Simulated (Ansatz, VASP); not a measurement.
Two plane-wave programs on C

```xyz
2
Lattice="1.1973 0.6913 3.5144 -1.1973 0.6913 3.5144 0.0000 -1.3826 3.5144" Properties=species:S:1:pos:R:3 pbc="T T T"
C     0.0000    0.0000    1.7291
C     0.0000    0.0000    8.8140
```

Change from the starting cell: strain -0.025 along x and y, +0.050 along z, atoms carried along.

Alike in both runs: task single point; functional LDA; k mesh 12 × 12 × 12; occupations gaussian, width 0.05 eV; no spin polarisation.

|  | VASP | Ansatz |
| --- | --- | --- |
| version | VASP 6.6.1 | Ansatz 0.2.0 |
| potentials or method | VASP PAW LDA potentials, release 64 (C) | scalar-relativistic, plane waves, PAW |
| plane-wave cutoff (eV) | 520 | 420 |
| valence electrons in the cell | 8 | 8 |

|  | VASP | Ansatz | Ansatz less VASP |
| --- | --- | --- | --- |
| gap on the k mesh at the Fermi level (eV) | 0.57 | 0.57 | -0.001 |
| least direct gap on the mesh (eV) | 0.57 | 0.57 | -0.001 |
| pressure (GPa) | 18.9 | 18.1 | -0.77 |
| largest component of the traceless stress (GPa) | 21.01 | 20.08 | -0.928 |
| rms of the force components (eV/Å) | 0.540 | 0.543 | +0.0032 |

Atom by atom the forces differ by 0.003 eV/Å (rms over components).

Caveats: so large a pressure means that the cell lies far from this level's equilibrium, or that cutoff or potentials fall short (VASP).
